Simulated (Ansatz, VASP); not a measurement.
# LaSb2Au: VASP beside Ansatz, part 2 of 2

Wanted: the spread between two codes on one cell, functional and k mesh.

VASP 6.6.1 and Ansatz 0.2.0.

So far: Starting point; Ansatz: relaxation of cell and atoms, r2SCAN with D4.

### Step 3. VASP: relaxation of cell and atoms, r2SCAN with D4

Level of this step: r2SCAN with D4; plane waves and PAW (La, Sb, Au) (VASP).

The same cell, functional, mesh and smearing now go to VASP, with its own data sets and cutoff.

Lines of VASP's logs that name or quote its potential files are left out, and so is its time.

Input file INCAR:

```
SYSTEM = LaSb2Au
PREC = Accurate
ENCUT = 520
EDIFF = 1E-06
NELM = 100
ISMEAR = -1
SIGMA = 0.05
LREAL = .FALSE.
ALGO = Normal
METAGGA = R2SCAN
IVDW = 13
VDW_S6 = 1
VDW_S8 = 0.6018749
VDW_A1 = 0.51559235
VDW_A2 = 5.77342911
LASPH = .TRUE.
NBANDS = 40
LORBIT = 11
LWAVE = .FALSE.
LCHARG = .FALSE.
KPAR = 4
NCORE = 2
IBRION = 2
NSW = 60
ISIF = 3
EDIFFG = -0.01
```

Input file POSCAR:

```
LaSb2Au
1.0
    4.4360000000      0.0000000000      0.0000000000
    0.0000000000      4.4360000000      0.0000000000
    0.0000000000      0.0000000000     10.4320000000
La Sb Au
2 4 2
Direct
    0.5000000000      0.0000000000      0.7531500000
    0.0000000000      0.5000000000      0.2468500000
    0.5000000000      0.0000000000      0.1694000000
    0.0000000000      0.5000000000      0.8306000000
    0.0000000000      0.0000000000      0.5000000000
    0.5000000000      0.5000000000      0.5000000000
    0.0000000000      0.0000000000      0.0000000000
    0.5000000000      0.5000000000      0.0000000000
```

Input file KPOINTS:

```
Automatic mesh
0
Gamma
5 5 2
0 0 0
```

The projector-augmented-wave data sets are La, Sb and Au (PBE family, release 64).

The run is started by

```console
mpirun -np 8 vasp_std
```

Numbers of over 12 decimals in the logs are rounded to 6 here.

What it wrote:

```text
[banner, memory and clock lines left out]
running    8 mpi-ranks, on    1 nodes
 distrk:  each k-point on    2 cores,    4 groups
 distr:  one band on    2 cores,    1 groups

 POSCAR found type information on POSCAR LaSbAu
 POSCAR found :  3 types and       8 ions
|                                                                             |
|               ----> ADVICE to this user running VASP <----                  |
|                                                                             |
|     You enforced a specific xc type in the INCAR file but a different       |
|     [... a line on the potential file left out ...]
|     I HOPE YOU KNOW WHAT YOU ARE DOING!                                     |
|                                                                             |

 LDA part: xc-table for (None), standard interpolation
 POSCAR, INCAR and KPOINTS ok, starting setup
 FFT: planning ... GRIDC
 FFT: planning ... GRID_SOFT
 FFT: planning ... GRID
 WAVECAR not read
 entering main loop
       N       E                     dE             d eps       ncg     rms          rms(c)
DAV:   1     0.390367466631E+03    0.39037E+03   -0.24090E+04   960   0.197E+03
DAV:   2    -0.127705860284E+03   -0.51807E+03   -0.47731E+03  1136   0.378E+02
DAV:   3    -0.260907596801E+03   -0.13320E+03   -0.12748E+03  1400   0.191E+02
DAV:   4    -0.285528259590E+03   -0.24621E+02   -0.23027E+02  1824   0.768E+01
DAV:   5    -0.288159581358E+03   -0.26313E+01   -0.25558E+01  1744   0.227E+01    0.133E+01
DAV:   6    -0.270476391672E+03    0.17683E+02   -0.50053E+01  1704   0.421E+01    0.145E+01
DAV:   7    -0.270425297246E+03    0.51094E-01   -0.62222E+00  1648   0.184E+01    0.860E+00
DAV:   8    -0.270272138658E+03    0.15316E+00   -0.21905E+00  1504   0.890E+00    0.210E+00
DAV:   9    -0.270295644979E+03   -0.23506E-01   -0.23582E-01  1632   0.362E+00    0.690E-01
DAV:  10    -0.270293076432E+03    0.25685E-02   -0.38525E-02  1704   0.142E+00    0.379E-01
DAV:  11    -0.270294326776E+03   -0.12503E-02   -0.17552E-02  1896   0.769E-01    0.121E-01
DAV:  12    -0.270294594567E+03   -0.26779E-03   -0.15118E-03  1680   0.202E-01    0.520E-02
DAV:  13    -0.270294549064E+03    0.45503E-04   -0.29126E-04  1856   0.109E-01    0.308E-02
DAV:  14    -0.270294540101E+03    0.89624E-05   -0.13678E-04  1600   0.648E-02    0.130E-02
DAV:  15    -0.270294542863E+03   -0.27613E-05   -0.14310E-05  1552   0.284E-02    0.460E-03
DAV:  16    -0.270294542138E+03    0.72483E-06   -0.19253E-06   984   0.849E-03
   1 F= -.27167710E+03 E0= -.27166307E+03  d E =-.271677E+03
[... from here on, the cycles between the ionic steps are left out ...]
   2 F= -.27169848E+03 E0= -.27168466E+03  d E =-.213846E-01
   5 F= -.27173789E+03 E0= -.27172169E+03  d E =-.233426E-01
   6 F= -.27174118E+03 E0= -.27172536E+03  d E =-.266304E-01
   7 F= -.27174121E+03 E0= -.27172534E+03  d E =-.266612E-01
   8 F= -.27174237E+03 E0= -.27172656E+03  d E =-.115863E-02
   9 F= -.27174349E+03 E0= -.27172825E+03  d E =-.227600E-02
  10 F= -.27174374E+03 E0= -.27172873E+03  d E =-.256255E-03
  11 F= -.27174378E+03 E0= -.27172870E+03  d E =-.294739E-03
  12 F= -.27174378E+03 E0= -.27172871E+03  d E =-.294383E-03
  13 F= -.27174391E+03 E0= -.27172879E+03  d E =-.131770E-03
  14 F= -.27174406E+03 E0= -.27172884E+03  d E =-.281968E-03
 curvature:  -1.30 expect dE=-0.136E-03 dE for cont linesearch -0.709E-06
 trial: gam= 0.47129 g(F)=  0.884E-05 g(S)=  0.957E-04 ort = 0.118E-04 (trialstep = 0.101E+01)
 search vector abs. value=  0.173E-03
 bond charge predicted
       N       E                     dE             d eps       ncg     rms          rms(c)
DAV:   1    -0.270387339623E+03   -0.19198E-02   -0.16994E-02  1232   0.827E-01    0.155E-01
DAV:   2    -0.270386993637E+03    0.34599E-03   -0.24621E-03  1544   0.414E-01    0.494E-02
DAV:   3    -0.270386974626E+03    0.19011E-04   -0.29083E-04  1472   0.112E-01    0.476E-02
DAV:   4    -0.270386965277E+03    0.93494E-05   -0.72859E-05  1592   0.610E-02    0.129E-02
DAV:   5    -0.270386958544E+03    0.67328E-05   -0.30593E-05  1480   0.380E-02    0.715E-03
DAV:   6    -0.270386957652E+03    0.89224E-06   -0.29921E-06   984   0.138E-02
  15 F= -.27174412E+03 E0= -.27172891E+03  d E =-.557300E-04
 trial-energy change:   -0.000056  1 .order   -0.000043   -0.000111    0.000025
 step:   0.8814(harm=  0.8188)  dis= 0.00114  next Energy=  -271.744119 (dE=-0.573E-04)
 reached required accuracy - stopping structural energy minimisation
```

OUTCAR, selected parts (step 3):

```text
ion  position               nearest neighbor table
   1  0.500  0.000  0.753-   4 3.24   4 3.24   4 3.24   4 3.24   8 3.40   8 3.40   7 3.40   7 3.40
                             5 3.45   5 3.45   6 3.45   6 3.45
   2  0.000  0.500  0.247-   3 3.24   3 3.24   3 3.24   3 3.24   7 3.40   8 3.40   8 3.40   7 3.40
                             5 3.45   6 3.45   5 3.45   6 3.45
   3  0.500  0.000  0.169-   7 2.84   8 2.84   8 2.84   7 2.84   2 3.24   2 3.24   2 3.24   2 3.24

  LATTYP: Found a simple tetragonal cell.
 ALAT       =     4.4360000000
 C/A-ratio  =     2.3516681695

 Subroutine GETGRP returns: Found 16 space group operations
 (whereof  8 operations were pure point group operations)

The static configuration has the point symmetry D_2d.
 The point group associated with its full space group is D_4h.

 Found     12 irreducible k-points:

   k-points           NKPTS =     12   k-points in BZ     NKDIM =     12   number of bands    NBANDS=     40

   dimension x,y,z NGX =    36 NGY =   36 NGZ =   80
   dimension x,y,z NGXF=    72 NGYF=   72 NGZF=  160

   ENCUT  =  520.0 eV  38.22 Ry    6.18 a.u.   8.25  8.25 19.40*2*pi/ulx,y,z

   NELECT =      64.0000    total number of electrons

 k-points in reciprocal lattice and weights: Automatic mesh
   0.00000000  0.00000000  0.00000000       0.020
   0.20000000  0.00000000  0.00000000       0.080
   0.40000000  0.00000000  0.00000000       0.080
   0.20000000  0.20000000  0.00000000       0.080
   0.40000000  0.20000000  0.00000000       0.160
   0.40000000  0.40000000  0.00000000       0.080
   0.00000000  0.00000000  0.50000000       0.020
   0.20000000  0.00000000  0.50000000       0.080
   0.40000000  0.00000000  0.50000000       0.080
   0.20000000  0.20000000  0.50000000       0.080
   0.40000000  0.20000000  0.50000000       0.160
   0.40000000  0.40000000  0.50000000       0.080

 average (electrostatic) potential at core
       1-101.3983       2-101.3983       3 -88.9858       4 -88.9858       5 -88.8997
       6 -88.8997       7 -70.6893       8 -70.6893

 E-fermi :   8.4007

 k-point     1 :       0.0000    0.0000    0.0000
  band No.  band energies     occupation
    ...
     26       5.6265      2.00000
     27       6.7497      2.00000
     28       6.7497      2.00000
     29       7.2152      2.00000
     30       7.9129      1.99988
     31       8.5904      0.04404
     32       8.9564      0.00003
     33       8.9564      0.00003
     34       9.9957      0.00000
     35      10.4810      0.00000
    ...

 k-point     2 :       0.2000    0.0000    0.0000
  band No.  band energies     occupation
    ...
     28       6.8611      2.00000
     29       7.0697      2.00000
     30       8.1416      1.98883
     31       8.2422      1.91931
     32       8.3222      1.65548
     33       9.4820      0.00000
     34       9.8914      0.00000
     35       9.9381      0.00000
     36      10.0558      0.00000
     37      10.4054      0.00000
    ...

 k-point     3 :       0.4000    0.0000    0.0000
  band No.  band energies     occupation
    ...
     29       7.2911      2.00000
     30       7.3996      2.00000
     31       7.4030      2.00000
     32       7.5041      2.00000
     33       8.4545      0.50799
     34       8.9818      0.00002
     35      10.2573      0.00000
     36      10.5602      0.00000
     37      10.6955      0.00000
     38      10.9063      0.00000
    ...

  DFT-D4 for vdW energy calculation

  Edisp (eV):   -1.35716

  Total      -0.05221    -0.05221    -0.00698     0.00000    -0.00000    -0.00000
  in kB      -0.39970    -0.39970    -0.05343     0.00000    -0.00000    -0.00000
  external pressure =       -0.28 kB  Pullay stress =        0.00 kB

  energy-cutoff  :      520.00
  volume of cell :      209.28
      direct lattice vectors                 reciprocal lattice vectors
     4.455518340  0.000000000  0.000000000     0.224440777 -0.000000000  0.000000000
    -0.000000000  4.455518340  0.000000000    -0.000000000  0.224440777  0.000000000
    -0.000000000 -0.000000000 10.541950623    -0.000000000 -0.000000000  0.094859105

 POSITION                                       TOTAL-FORCE (eV/Angst)
 -----------------------------------------------------------------------------------
      2.22776     -0.00000      7.85096        -0.000000      0.000000     -0.000062
     -0.00000      2.22776      2.69099        -0.000000     -0.000000      0.000062
      2.22776     -0.00000      1.77997         0.000000      0.000000     -0.007906
      4.45552      2.22776      8.76198        -0.000000     -0.000000      0.007906
     -0.00000     -0.00000      5.27098        -0.000000     -0.000000      0.000000
      2.22776      2.22776      5.27098         0.000000      0.000000      0.000000
      0.00000      0.00000      0.00000        -0.000000      0.000000      0.000000
      2.22776      2.22776      0.00000        -0.000000     -0.000000      0.000000
 -----------------------------------------------------------------------------------
    total drift:                                0.000000      0.000000     -0.000000

  FREE ENERGIE OF THE ION-ELECTRON SYSTEM (eV)
  ---------------------------------------------------
  free  energy   TOTEN  =      -271.7441176358 eV

  energy  without entropy=     -271.7136968984  energy(sigma->0) =     -271.72890727

 reached required accuracy - stopping structural energy minimisation

 total charge
# of ion       s       p       d       f       tot
--------------------------------------------------
    1        1.981   5.669   0.701   0.137   8.489
    2        1.981   5.669   0.701   0.137   8.489
    3        1.114   1.315   0.040   0.000   2.468
    4        1.114   1.315   0.040   0.000   2.468
    5        1.157   1.238   0.029   0.000   2.425
    6        1.157   1.238   0.029   0.000   2.425
    7        0.578   0.377   8.756   0.000   9.712
    8        0.578   0.377   8.756   0.000   9.712
--------------------------------------------------
tot          9.661  17.197  19.055   0.275  46.187

[... 3 further parts left out ...]
```

CONTCAR:

```
LaSb2Au
   1.00000000000000
     4.4555183399708840    0.0000000000000000    0.0000000000000000
    -0.0000000000000000    4.4555183399708840    0.0000000000000000
    -0.0000000000000000   -0.0000000000000000   10.5419506226263913
  La              Sb              Au
     2     4     2
Direct
     0.5000000000000000    0.0000000000000000    0.7447346524903604
     0.0000000000000000    0.5000000000000000    0.2552653475096396
     0.5000000000000000    0.0000000000000000    0.1688464424631372
     1.0000000000000000    0.5000000000000000    0.8311535575368629
     0.0000000000000000    0.0000000000000000    0.5000000000000000
     0.5000000000000000    0.5000000000000000    0.5000000000000000
     0.0000000000000000    0.0000000000000000    0.0000000000000000
     0.5000000000000000    0.5000000000000000    0.0000000000000000
```

The run keeps the 16 symmetry operations of its start, so it cannot find a distortion of lower symmetry.

### Step 4. Side by side

Known differences besides the potentials themselves: VASP keeps PBE cores, Ansatz makes them for the functional; both relaxations stop at a tolerance, which leaves soft axes loose, and VASP keeps its plane-wave basis; the data sets hold 120 valence electrons in Ansatz (default PAW (the set named soft_2) files) and 64 in VASP; the cutoff is 500 eV in Ansatz and 520 eV in VASP; Ansatz adds a Pulay correction to the stress that steers its cell, VASP none. Total energies have different zeros and are not compared.

The two programs side by side:

| quantity | Ansatz | VASP | difference |
| --- | --- | --- | --- |
| volume (Å³) | 209.54 | 209.28 | +0.13 % |
| edge a after relaxation, in the typed setting (Å) | 4.451 | 4.455 | -0.09 % |
| edge c after relaxation, in the typed setting (Å) | 10.575 | 10.542 | +0.31 % |

The walks stopped with 0.01 GPa left in Ansatz and -0.03 GPa in VASP; each walk ends within a tolerance, so the volume difference is uncertain by about these residues over the bulk modulus, most in soft cells.

### Step 5. Outcome

| Quantity | Value |
| --- | --- |
| difference in edge c after relaxation, in the typed setting (relaxation of cell and atoms, r2SCAN with D4) | 0.31 % |

**Reading.** The difference in edge c after relaxation, in the typed setting is 0.31 % (relaxation of cell and atoms, r2SCAN with D4), within the 1.2 % picked in this series as the mark of a large difference, as far as the stopping tolerances let one tell. How closely two codes agree says nothing of how well the functional describes the real material.

[Lines on the potential files, build, host, timing and source positions are cut from VASP's logs without a mark.]

[Logs are printed without paths, hosts, clocks, repeated set-up lines and the standing remarks that a program may print on its own settings, such as how far it seeks lower states.]

[Hosts, paths, dates, database ids (printed as entryN), source tags and the programs' standing remarks are cut or masked in the printed files.]
